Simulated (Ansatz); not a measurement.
Geometry optimisation in Ansatz: input, command and trajectory.

```yaml
crystal:
  lattice:
    - [12.2, 0.0, 0.0]
    - [0.0, 12.2, 0.0]
    - [0.0, 0.0, 14.0]
  atoms:
    - { symbol: Ga, position: [0.5659514121, 0.5380770655, 0.5295338994] }
    - { symbol: Ga, position: [0.4340485879, 0.4619229345, 0.3422828131] }
    - { symbol: "N", position: [0.5659514121, 0.5380770655, 0.670622585] }
    - { symbol: "N", position: [0.4340485879, 0.4619229345, 0.4833714986] }
    - { symbol: H, position: [0.6712140077, 0.4773036776, 0.4926948541] }
    - { symbol: H, position: [0.5659514121, 0.6596238413, 0.4926948541] }
    - { symbol: H, position: [0.4340485879, 0.3403761587, 0.3054437677] }
    - { symbol: H, position: [0.3287859923, 0.5226963224, 0.3054437677] }
    - { symbol: H, position: [0.5393111835, 0.5226963224, 0.3054437677] }
    - { symbol: H, position: [0.4975642481, 0.498593718, 0.6945562323] }
    - { symbol: H, position: [0.6343385761, 0.498593718, 0.6945562323] }
    - { symbol: H, position: [0.5659514121, 0.6170437606, 0.6945562323] }
    - { symbol: H, position: [0.4340485879, 0.3829562394, 0.5073051459] }
    - { symbol: H, position: [0.3656614239, 0.501406282, 0.5073051459] }
basis:
  ecutwfc: 420
kpoints:
  mp_grid: { grid: [1, 1, 1] }
hamiltonian:
  xc: pbe
scf:
  occupations: { method: gaussian, width: 0.05 }
output:
  forces: true
  eigenvalues: true
  populations: true
  write_density: true
  write_potential: true
  elf: true
  volumetric_format: npy
relax:
  adjacent_minimum: "off"
  f_tol: 0.03
  max_steps: 40
```

```bash
ansatz run input.yaml --threads 4 --pin off --max-ram 11264MiB --backend cpu --events-out ev --progress --plain --runs-dir out
```

These are results of Ansatz 0.2.0, DFT PBE, scalar-relativistic, plane waves, PAW, not measurements.

Of 10 frames 10 are shown, positions in Å and forces in eV/Å; the SCF threshold varies from step to step. The mark taken_back stands on steps that the optimiser undid.

```xyz
14
Lattice="12.2000 0.0000 0.0000 0.0000 12.2000 0.0000 0.0000 0.0000 14.0000" Properties=species:S:1:pos:R:3:forces:R:3 pbc="T T T" step=1 free_energy_over_end_meV_per_atom=46.45
Ga    6.9046    6.5645    7.4135    0.7420    0.4280   -2.6240
Ga    5.2954    5.6355    4.7920   -0.0340   -0.0190   -1.8820
N     6.9046    6.5645    9.3887   -0.1310   -0.0750    0.7480
N     5.2954    5.6355    6.7672    0.2870    0.1660    1.3140
H     8.1888    5.8231    6.8977   -0.0610   -0.3150    0.4210
H     6.9046    8.0474    6.8977   -0.3040    0.1050    0.4210
H     5.2954    4.1526    4.2762    0.0160   -0.3580    0.2970
H     4.0112    6.3769    4.2762   -0.3020    0.1930    0.2970
H     6.5796    6.3769    4.2762    0.3000    0.1730    0.2700
H     6.0703    6.0828    9.7238    0.0270    0.0160    0.3460
H     7.7389    6.0828    9.7238   -0.0190   -0.0090    0.2100
H     6.9046    7.5279    9.7238   -0.0170   -0.0120    0.2100
H     5.2954    4.6721    7.1023   -0.3120   -0.0410   -0.0140
H     4.4611    6.1172    7.1023   -0.1910   -0.2500   -0.0140
14
Lattice="12.2000 0.0000 0.0000 0.0000 12.2000 0.0000 0.0000 0.0000 14.0000" Properties=species:S:1:pos:R:3:forces:R:3 pbc="T T T" step=2 free_energy_over_end_meV_per_atom=13.90
Ga    6.9662    6.6002    7.2670    0.2900    0.1670   -1.4450
Ga    5.2986    5.6373    4.7110   -0.1810   -0.1050   -0.8270
N     6.8945    6.5587    9.3099   -0.0500   -0.0290    0.7450
N     5.3165    5.6476    6.7329    0.2470    0.1430    0.9700
H     8.2383    5.6753    6.9932   -0.3670    0.2950    0.1270
H     6.8011    8.1642    6.9931    0.0720   -0.4660    0.1270
H     5.3072    4.0629    4.4159    0.0150    0.2520   -0.0150
H     3.9394    6.4320    4.4159    0.2250   -0.1130   -0.0150
H     6.6560    6.4209    4.3959   -0.1000   -0.0570    0.0180
H     6.0633    6.0790    9.6597    0.0070    0.0040    0.1190
H     7.7181    6.0779    9.6759   -0.0200   -0.0040    0.1020
H     6.8903    7.5124    9.6760   -0.0130   -0.0160    0.1020
H     5.2934    4.6800    7.0575   -0.0950    0.0180   -0.0020
H     4.4669    6.1113    7.0575   -0.0310   -0.0910   -0.0020
14
Lattice="12.2000 0.0000 0.0000 0.0000 12.2000 0.0000 0.0000 0.0000 14.0000" Properties=species:S:1:pos:R:3:forces:R:3 pbc="T T T" step=3 free_energy_over_end_meV_per_atom=2.76
Ga    6.9897    6.6137    7.1965   -0.0400   -0.0230   -0.4140
Ga    5.2677    5.6195    4.6430   -0.0960   -0.0550   -0.1580
N     6.8987    6.5612    9.3727    0.0180    0.0110    0.1510
N     5.3269    5.6535    6.7597    0.1550    0.0900    0.1390
H     8.2456    5.6967    6.9781   -0.1510    0.1310    0.0600
H     6.8233    8.1598    6.9781    0.0380   -0.1960    0.0600
H     5.2869    4.0597    4.3361    0.0080    0.1490    0.0510
H     3.9265    6.4162    4.3362    0.1330   -0.0680    0.0510
H     6.6242    6.4026    4.3418   -0.0340   -0.0190    0.0650
H     6.0704    6.0833    9.7338    0.0030    0.0020    0.0000
H     7.7179    6.0814    9.7515   -0.0080    0.0050    0.0230
H     6.8936    7.5105    9.7516    0.0000   -0.0090    0.0230
H     5.3006    4.6884    7.0911   -0.0190   -0.0010   -0.0270
H     4.4779    6.1131    7.0911   -0.0100   -0.0160   -0.0270
14
Lattice="12.2000 0.0000 0.0000 0.0000 12.2000 0.0000 0.0000 0.0000 14.0000" Properties=species:S:1:pos:R:3:forces:R:3 pbc="T T T" step=4 free_energy_over_end_meV_per_atom=1.31
Ga    6.9785    6.6073    7.1433   -0.0160   -0.0090   -0.0710
Ga    5.2690    5.6202    4.6344   -0.0320   -0.0180    0.0280
N     6.9043    6.5645    9.3780    0.0050    0.0030    0.0530
N     5.3228    5.6511    6.7586   -0.0460   -0.0270    0.0810
H     8.2293    5.7037    6.9642    0.0120   -0.0100    0.0010
H     6.8211    8.1423    6.9642   -0.0030    0.0150    0.0010
H     5.2967    4.0699    4.3492    0.0140    0.0210   -0.0240
H     3.9403    6.4196    4.3494    0.0250    0.0010   -0.0240
H     6.6314    6.4068    4.3884    0.0140    0.0080    0.0110
H     6.0756    6.0866    9.7383    0.0040    0.0020   -0.0070
H     7.7204    6.0842    9.7635   -0.0050    0.0060   -0.0110
H     6.8976    7.5113    9.7636    0.0020   -0.0070   -0.0110
H     5.2927    4.6839    7.0831    0.0050    0.0220   -0.0150
H     4.4701    6.1083    7.0831    0.0220   -0.0070   -0.0150
14
Lattice="12.2000 0.0000 0.0000 0.0000 12.2000 0.0000 0.0000 0.0000 14.0000" Properties=species:S:1:pos:R:3:forces:R:3 pbc="T T T" step=5 free_energy_over_end_meV_per_atom=1.04
Ga    6.9668    6.6006    7.1216    0.0180    0.0100   -0.0010
Ga    5.2765    5.6246    4.6450   -0.0340   -0.0200    0.0300
N     6.9083    6.5668    9.3731    0.0060    0.0030    0.0330
N     5.3078    5.6424    6.7733   -0.0600   -0.0350   -0.0100
H     8.2174    5.6966    6.9517    0.0150   -0.0180   -0.0060
H     6.8088    8.1356    6.9516   -0.0080    0.0220   -0.0060
H     5.3154    4.0809    4.3403    0.0120   -0.0050   -0.0170
H     3.9592    6.4303    4.3406    0.0010    0.0130   -0.0170
H     6.6431    6.4135    4.4215    0.0230    0.0130    0.0410
H     6.0817    6.0906    9.7403    0.0060    0.0030   -0.0080
H     7.7265    6.0878    9.7553   -0.0030    0.0040   -0.0110
H     6.9044    7.5148    9.7554    0.0020   -0.0040   -0.0100
H     5.2786    4.6751    7.0958    0.0090    0.0130   -0.0080
H     4.4553    6.1003    7.0958    0.0150    0.0010   -0.0080
14
Lattice="12.2000 0.0000 0.0000 0.0000 12.2000 0.0000 0.0000 0.0000 14.0000" Properties=species:S:1:pos:R:3:forces:R:3 pbc="T T T" step=6 free_energy_over_end_meV_per_atom=0.50
Ga    6.9319    6.5805    7.0652    0.0820    0.0470    0.0270
Ga    5.2894    5.6321    4.6730    0.0100    0.0050    0.0520
N     6.9264    6.5774    9.3618   -0.0180   -0.0090   -0.0150
N     5.2608    5.6148    6.8025   -0.0840   -0.0480   -0.1730
H     8.1805    5.6716    6.9105    0.0110   -0.0230    0.0140
H     6.7681    8.1162    6.9103   -0.0150    0.0210    0.0140
H     5.3703    4.1076    4.3020    0.0090   -0.0090    0.0050
H     4.0098    6.4648    4.3028   -0.0040    0.0120    0.0050
H     6.6777    6.4335    4.5790   -0.0090   -0.0050    0.0300
H     6.1073    6.1068    9.7524    0.0190    0.0110   -0.0050
H     7.7522    6.1026    9.7317    0.0030   -0.0030   -0.0100
H     6.9322    7.5299    9.7317   -0.0010    0.0030   -0.0110
H     5.2342    4.6471    7.1191    0.0060   -0.0140    0.0330
H     4.4091    6.0748    7.1194   -0.0090    0.0120    0.0330
14
Lattice="12.2000 0.0000 0.0000 0.0000 12.2000 0.0000 0.0000 0.0000 14.0000" Properties=species:S:1:pos:R:3:forces:R:3 pbc="T T T" step=7 free_energy_over_end_meV_per_atom=0.22
Ga    6.9104    6.5682    7.0301    0.0730    0.0420    0.0120
Ga    5.2987    5.6374    4.6966   -0.0280   -0.0170    0.0280
N     6.9356    6.5828    9.3387   -0.0320   -0.0160    0.0310
N     5.2252    5.5940    6.8137   -0.0200   -0.0120   -0.1950
H     8.1588    5.6519    6.9064   -0.0010   -0.0110    0.0040
H     6.7395    8.1073    6.9062   -0.0110    0.0050    0.0040
H     5.4113    4.1253    4.2823    0.0100    0.0240    0.0160
H     4.0454    6.4916    4.2838    0.0250   -0.0040    0.0160
H     6.6974    6.4449    4.6880   -0.0240   -0.0140    0.0140
H     6.1244    6.1182    9.7529    0.0310    0.0180   -0.0010
H     7.7695    6.1119    9.6948   -0.0040   -0.0040   -0.0030
H     6.9511    7.5405    9.6946   -0.0050   -0.0040   -0.0040
H     5.2044    4.6285    7.1364    0.0020   -0.0190    0.0400
H     4.3782    6.0574    7.1368   -0.0160    0.0110    0.0400
14
Lattice="12.2000 0.0000 0.0000 0.0000 12.2000 0.0000 0.0000 0.0000 14.0000" Properties=species:S:1:pos:R:3:forces:R:3 pbc="T T T" step=8 free_energy_over_end_meV_per_atom=0.07
Ga    6.9144    6.5706    7.0188    0.0120    0.0070   -0.0330
Ga    5.2896    5.6322    4.7009    0.0030    0.0010    0.0250
N     6.9318    6.5807    9.3355   -0.0130   -0.0060    0.0270
N     5.2227    5.5923    6.8046   -0.0270   -0.0160   -0.0900
H     8.1599    5.6469    6.9058   -0.0090    0.0100    0.0080
H     6.7354    8.1107    6.9056    0.0040   -0.0130    0.0080
H     5.4219    4.1252    4.2780   -0.0070    0.0220    0.0080
H     4.0505    6.5008    4.2797    0.0150   -0.0170    0.0080
H     6.6893    6.4403    4.7206    0.0230    0.0130   -0.0240
H     6.1245    6.1192    9.7604    0.0260    0.0150   -0.0050
H     7.7690    6.1111    9.6859   -0.0090   -0.0010    0.0010
H     6.9517    7.5406    9.6855   -0.0050   -0.0090    0.0010
H     5.2075    4.6305    7.1398   -0.0040   -0.0080    0.0350
H     4.3815    6.0586    7.1404   -0.0090    0.0010    0.0350
14
Lattice="12.2000 0.0000 0.0000 0.0000 12.2000 0.0000 0.0000 0.0000 14.0000" Properties=species:S:1:pos:R:3:forces:R:3 pbc="T T T" step=9 free_energy_over_end_meV_per_atom=0.09 taken_back
Ga    6.9101    6.5685    7.0197    0.0630    0.0360   -0.0410
Ga    5.2907    5.6326    4.6940   -0.0160   -0.0090    0.0500
N     6.9330    6.5811    9.3350   -0.0060   -0.0030    0.0050
N     5.2214    5.5912    6.8021   -0.0310   -0.0180   -0.0330
H     8.1564    5.6471    6.9043   -0.0010    0.0040    0.0060
H     6.7317    8.1082    6.9056    0.0030   -0.0030    0.0060
H     5.4237    4.1244    4.2734   -0.0110    0.0310    0.0100
H     4.0504    6.5020    4.2754    0.0220   -0.0250    0.0100
H     6.6900    6.4408    4.7126    0.0130    0.0080   -0.0130
H     6.1212    6.1212    9.7501   -0.0050   -0.0020    0.0250
H     7.7653    6.1068    9.6901   -0.0030    0.0010   -0.0020
H     6.9526    7.5396    9.6882   -0.0010   -0.0040   -0.0010
H     5.2143    4.6353    7.1551   -0.0090   -0.0170   -0.0110
H     4.3892    6.0608    7.1559   -0.0190    0.0000   -0.0110
14
Lattice="12.2000 0.0000 0.0000 0.0000 12.2000 0.0000 0.0000 0.0000 14.0000" Properties=species:S:1:pos:R:3:forces:R:3 pbc="T T T" step=10 free_energy_over_end_meV_per_atom=0.00
Ga    6.9128    6.5696    7.0106    0.0010    0.0010   -0.0170
Ga    5.2913    5.6331    4.7025   -0.0110   -0.0060    0.0040
N     6.9313    6.5804    9.3355   -0.0050   -0.0020    0.0090
N     5.2178    5.5894    6.7997    0.0000    0.0000   -0.0200
H     8.1589    5.6467    6.9066   -0.0050    0.0030    0.0010
H     6.7344    8.1099    6.9065    0.0000   -0.0060    0.0010
H     5.4229    4.1280    4.2783    0.0030    0.0050   -0.0010
H     4.0533    6.5002    4.2801    0.0060    0.0000   -0.0010
H     6.6926    6.4423    4.7193    0.0110    0.0060   -0.0020
H     6.1252    6.1202    9.7626    0.0080    0.0050    0.0050
H     7.7687    6.1107    9.6848   -0.0060    0.0000    0.0010
H     6.9521    7.5406    9.6842   -0.0030   -0.0060    0.0010
H     5.2070    4.6307    7.1450   -0.0010    0.0040    0.0100
H     4.3815    6.0579    7.1456    0.0030   -0.0030    0.0100
```

It took 30 s on 4 threads of Arm Neoverse V1, with other jobs on the host, peak memory 1.2 GiB.